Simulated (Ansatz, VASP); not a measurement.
**Au: VASP beside Ansatz**

```
Au
1.0
     0.00000    2.01992    2.01992
     2.01992    0.00000    2.01992
     2.01992    2.01992    0.00000
Au
1
Cartesian
  0.0000 0.0000 0.0000
```

Alike in both runs: task single point; functional r2SCAN; k mesh 18 × 18 × 18; occupations gaussian, width 0.1 eV; no spin polarisation.

|  | VASP | Ansatz |
| --- | --- | --- |
| version | VASP 6.6.1 | Ansatz 0.2.0 |
| potentials or method | VASP PAW PBE potentials, release 64 (Au) | scalar-relativistic, plane waves, PAW |
| plane-wave cutoff (eV) | 520 | 500 |
| valence electrons in the cell | 11 | 19 |

|  | VASP | Ansatz | Ansatz less VASP |
| --- | --- | --- | --- |
| gap on the k mesh at the Fermi level (eV) | none | none | - |
| pressure (GPa) | 12.0 | 11.6 | -0.44 |

A gap of «none» marks a metal or a gap that the smearing closes. The two sets of potentials don't hold the same shells in valence.

Caveats: the PAW data sets were made with another functional, which shifts forces and pressure a little (VASP). Spin-orbit coupling is left out, which matters for the levels of Au.
